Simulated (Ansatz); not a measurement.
Method: Ansatz, DFT PBE, scalar-relativistic, plane waves, PAW. Settings: cutoff 420 eV, Γ-centred meshes spaced at most about 0.3 Å⁻¹ (2π included), Gaussian smearing. No spin polarisation.

Each guess is relaxed in cell and atoms at zero pressure, on a coarse mesh first where it starts far from rest and then on a converged one. The steps can't lower the symmetry of the start, but it can rise. Energies are static (0 K, no zero-point motion).

Two unrelaxed guesses for ZrSi3O8:

A.

```xyz
12
Lattice="3.3148 -3.3148 0.0000 3.3148 3.3148 0.0000 0.0000 0.0000 6.1433" Properties=species:S:1:pos:R:3 pbc="T T T"
Zr    3.3148   -2.1062    0.0000
Si    3.3148    2.1062    3.0717
Si    4.5234    0.0000    1.5358
Si    2.1062    0.0000    4.6075
O     2.9958   -1.2168    4.9265
O     1.2168   -0.3190    3.3907
O     3.6338    1.2168    1.8549
O     5.4128    0.3190    0.3190
O     5.4128   -0.3190    2.7527
O     2.9958    1.2168    4.2885
O     1.2168    0.3190    5.8243
O     3.6338   -1.2168    1.2168
```

B.

```xyz
12
Lattice="3.3440 -3.3440 0.0000 3.3440 3.3440 0.0000 0.0000 0.0000 6.0365" Properties=species:S:1:pos:R:3 pbc="T T T"
Zr    3.3440    0.0000    3.0182
Si    0.0000    0.0000    4.5273
Si    0.0000    0.0000    1.5091
Si    3.3440    0.0000    0.0000
O     3.3440   -1.2928    4.5273
O     3.3440   -1.2928    1.5091
O     1.2928    0.0000    0.0000
O     1.2928    0.0000    3.0182
O     3.3440    1.2928    4.5273
O     3.3440    1.2928    1.5091
O     5.3953    0.0000    0.0000
O     5.3953    0.0000    3.0182
```

Problem. Do they relax into the same structure? If not, which is lower?

Solution. No. A ends lower, by 252 meV/atom. A: C2 at 11.3 Å³/atom → C2 at 18.3 Å³/atom; B: Cmmm at 11.3 Å³/atom → Cmmm at 9.3 Å³/atom. Counting O atoms around Si and Zr (those within 1.25 times the shortest such distance or 1.15 times the sum of covalent radii, 1.27 where that leaves under three; a plus sign parts nearer from farther groups; a slash parts the counts of unlike sites), the end of A has Zr 4, Si 4 and the end of B has Zr 6, Si 4+2/6. End of A. Conventional cell: a = 7.525 Å, b = 7.661 Å, c = 7.607 Å, β = 90.0°. Zr is surrounded by 4 O at 1.95–1.96 Å; Si on a site of symmetry 2 has 4 O at 1.63 Å; O on its first site is surrounded by 1 Si at 1.63 Å and 1 Zr at 1.96 Å; 4 more sites not described. End of B. Conventional cell: a = 6.078 Å, b = 6.365 Å, c = 5.752 Å. Around Zr lie 6 O at 2.04–2.08 Å and 2 Si at 2.88 Å; Si on a site of symmetry mm2 is surrounded by 6 O at 1.80–1.87 Å; O on a site of symmetry m has 2 Si at 1.77–1.80 Å and 1 Zr at 2.04 Å; 3 more sites not described.

Ends held by symmetry can be saddle points.
